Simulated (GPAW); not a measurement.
Crystal: Ir.

```xyz
2
Lattice="2.7514 0.0000 0.0000 -1.3757 2.3828 0.0000 0.0000 0.0000 4.4623" Properties=species:S:1:pos:R:3 pbc="T T T"
Ir    0.0000    1.5885    1.1156
Ir    1.3757    0.7943    3.3467
```

This isn't the form of Ir at room conditions, which is fcc.

Base run:

```yaml
Program: GPAW 26.7.0
Functional: RPBE
Potentials_or_basis: the program's PAW data sets (release 1.2.1) made for this functional
Cutoff: 600 eV
Basis: pw
k_mesh: 11 × 11 × 6
Occupations: fermi-dirac, width 0.05 eV
Spin: no spin polarisation
```

Its results: pressure 2.2 GPa.

Problem. The run is repeated on the same cell with these changes: functional from RPBE to PBE; potentials or basis from the program's PAW data sets (release 1.2.1) made for this functional to GPAW PAW data sets (gpaw-data 1.2.1). What comes out?

Solution. Pressure -2.3 GPa.
